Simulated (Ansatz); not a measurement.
# Screening in CdS (Greenockite), part 2 of 2

Aim: the electronic dielectric constant of CdS (Greenockite) by perturbation theory, a sum over states and the RPA step of G0W0.

Ansatz 0.2.0; linear response on PBE, plane waves, PAW. Known limits of the many-body steps: not at the basis limit; no spin-orbit coupling; coarse k mesh.

So far. Step 2 (Response to a homogeneous field): One over ε∞ averages 0.17, under the quarter of exact exchange in PBE0, which by this rule of thumb may open the gap too far. Step 3 (Independent-particle spectrum): The sum gives ε∞ = 6.37 and 6.43 without local fields.

### Step 3. Independent-particle spectrum (continued)

Level of this step: independent-particle optics on PBE, plane waves, PAW (Ansatz).

The loss function has structure finer than the step of the table below, so its rows give means over 1 eV, whole bins alone (the curve runs from 0 to 25 eV). Peaks (eV: height): xx=yy 13.5: 1.23, 16.6: 1.78, 17.8: 1.41, 20.0: 1.16; zz 12.5: 1.15, 13.5: 1.15, 16.6: 1.85, 20.1: 1.22.

Independent particles, no local fields, Gaussian width 0.2 eV. Table of loss function by photon energy; means over each step:

```
photon energy (eV)    xx=yy       zz
                 1  0.00448  0.00375
                 2   0.0277   0.0283
                 3   0.0329   0.0352
                 4   0.0570   0.0425
                 5   0.0955    0.104
                 6    0.109    0.122
                 7    0.128    0.132
                 8    0.139    0.136
                 9    0.255    0.267
                10    0.410    0.378
                11    0.519    0.530
                12    0.773    0.789
                13     1.01     1.01
                14     1.01    0.978
                15     1.32     1.28
                16     1.49     1.59
                17     1.40     1.49
                18     1.23     1.19
                19    0.798    0.714
                20     1.08     1.07
                21    0.829    0.889
                22    0.785    0.767
                23    0.700    0.709
                24    0.571    0.556
```

### Step 4. RPA screening from the G0W0 run

Now the one-shot GW correction: screening in the RPA, then the self-energy of the levels asked for.

This step: G0W0 on PBE, plane waves, PAW.

input.yaml reads:

```yaml
crystal:
  lattice:
    - [4.137, 0.0, 0.0]
    - [-2.0685, 3.5827470955, 0.0]
    - [0.0, 0.0, 6.7144]
  atoms:
    - { symbol: Cd, position: [0.6666666667, 0.3333333333, 0.0] }
    - { symbol: Cd, position: [0.3333333333, 0.6666666667, 0.5] }
    - { symbol: S, position: [0.6666666667, 0.3333333333, 0.375] }
    - { symbol: S, position: [0.3333333333, 0.6666666667, 0.875] }
kpoints:
  mp_grid: { grid: [6, 6, 2] }
hamiltonian:
  xc: pbe
scf:
  occupations: { method: fixed }
gw:
  n_empty_bands: 639
  ecut_chi: 200.0
  qp_bands: [v2, c2]
  qp_kpoints: band_edges
  screening: { model: contour_deformation }
```

Launch:

```
$ ansatz run input.yaml --threads 3 --pin off --max-ram 92160MiB --backend cuda --events-out ev --progress --plain --runs-dir out --devices 1 --max-vram 13GiB
```

Numbers of over 12 decimals in the logs are rounded to 6 here.

The log of the run:

```text
GPUs: using 1 of 1 available (devices: 1).
[...]
GPU FFT provider: cuFFT
GPU libraries: cuBLAS 13.8.2, cuFFT 12.4.0, cuSOLVER 12.3.4
Crystal: 4 atoms, lattice volume = 99.520 Å³
Basis set: ecut = 420 eV, 1943 PW (Γ)
Bands: 32, of which v1, the nominal top of the filled ones, is band 26 counted from 1 (25 counted from 0)
Symmetry: 12 space group operations
[...]
k-points: 14 of 72
[...]
1    28      9.7287    -8.7118    -3.9961   -12.8607  0.7759     9.8821     9.8815  root
[...]
13    25      5.7464   -19.2572     2.3765   -16.0294  0.7333     4.8544     4.8952  root
    13    26      5.7464   -19.2572     2.3765   -16.0294  0.7333     4.8544     4.8952  root
    13    27     11.2761    -8.3301    -4.4016   -13.0227  0.7692    11.5700    11.5671  root
    13    28     11.2761    -8.3301    -4.4016   -13.0227  0.7692    11.5700    11.5671  root
[key lines of the parts left out:]
SCF converged after 6 iterations
Free energy (F): -18315.621335 eV
Fermi energy:    6.866229 eV
```

The job ended after 48 s (1 × NVIDIA H100 80GB HBM3 (shared by 6 runs) with 3 threads of AMD EPYC 7R13 (Zen 3), shared host; peak memory 2.3 GiB; 80 s of CPU time).

This step gave:

```yaml
bands_summed: 665
rpa_eps_infinity_on_this_mesh_eigenvalues: 6.974, 6.974, 7.130
plane_waves_in_the_screening_matrix: 627
g0w0_gap_on_the_mesh: 2.020 eV
k_of_the_valence_top: 0, 0, 0
k_of_the_conduction_bottom: 0, 0, 0
starting_gap_on_the_mesh: 1.219 eV
least_direct_g0w0_gap_on_the_computed_points: 2.020 eV
```

The gap on the mesh goes from 1.22 eV to 2.02 eV, a correction of +0.80 eV. Between the two edge states, bare exchange in place of the xc potential would open the gap by 6.50 eV, and correlation takes back 5.70 eV.

Mean over the mesh in bins of 0.25 1/Å. Static inverse dielectric function, diagonal against length of q+G:

length of q+G (Å⁻¹), static inverse dielectric function, diagonal and a bar from the least value:
```
     0.29      0.209 
     0.54      0.262 ##
     0.74      0.309 ####
     1.01      0.388 #######
     1.26      0.458 ##########
     1.51      0.529 ############
     1.75      0.592 ###############
     2.00      0.652 #################
     2.25      0.705 ###################
     2.50      0.749 #####################
     2.76      0.786 ######################
     3.01      0.818 #######################
     3.26      0.845 ########################
     3.50      0.868 #########################
     3.76      0.889 ##########################
     4.01      0.907 ###########################
     4.26      0.922 ###########################
     4.50      0.934 ############################
     4.75      0.944 ############################
     5.00      0.952 #############################
     5.25      0.960 #############################
     5.50      0.966 #############################
     5.75      0.971 #############################
     6.00      0.975 #############################
     6.25      0.979 ##############################
     6.50      0.982 ##############################
     6.75      0.985 ##############################
     7.00      0.987 ##############################
     7.19      0.989 ##############################
```

### Step 5. The values together

Times are wall times on 1 × NVIDIA H100 80GB HBM3 (shared by 6 runs) with 3 threads of AMD EPYC 7R13 (Zen 3), shared host, good to a factor of about two.

```
                                          method                            mesh  ε∞, low  middle  high  mean     time
perturbation theory (local fields and xc kernel)  6×6×4 (response on 600 points)     5.98    5.98  6.08  6.01     52 s
               sum over states (no local fields)                           6×6×4     6.37    6.37  6.43  6.39  1.9 min
           RPA with local fields, on the GW mesh                           6×6×2     6.97    6.97  7.13  7.03     48 s
```

### Step 6. Results

| Property | Result |
| --- | --- |
| perturbation theory (local fields and xc kernel) | 5.98, 5.98, 6.08 |
| sum over states (no local fields) | 6.37, 6.37, 6.43 |
| RPA with local fields, on the GW mesh | 6.97, 6.97, 7.13 |

**Reading.** Mean Born effective charge: Cd1 2.15, S3 -2.15 e. The most distinct maxima of the ε₂ (xx=yy) lie at 5.7, 6.7 and 7.7 eV, the highest at 6.7 eV. The most distinct maxima of the loss function (xx=yy) lie at 13.5, 16.6, 17.8 and 20.0 eV, the highest at 16.6 eV. The sum without local fields gives 6.39 in the mean against 6.01 by perturbation theory; local fields lower ε∞ and the xc kernel gives part of it back, though the sum also carries the error of its own mesh. The RPA values on the 6×6×2 mesh average 1.17 times those of perturbation theory (means 7.03 and 6.01). Without the xc kernel RPA should lie a little lower; it lies higher here. Perturbation theory sums its response on a denser mesh of its own, so the coarser sum of the GW run is the likely cause. PBE usually puts the gap too low, which tends to raise ε∞. Ions are clamped, so the lattice part of the static constant is not in these numbers.

[Paths, hosts, dates, memory and timing lines, banners, echoed tables and standing remarks are left out of the program output.]

[Logs are printed without paths, hosts, clocks, repeated set-up lines and the standing remarks that a program may print on its own settings, such as how far it seeks lower states.]

[Runs of the session that timed out or met a known fault of the program may be left out.]

[Cells called generated may have been cut or substituted from an entry of the Crystallography Open Database or the Materials Project.]

[Hosts, paths, dates, database ids (printed as entryN), source tags and the programs' standing remarks are cut or masked in the printed files.]
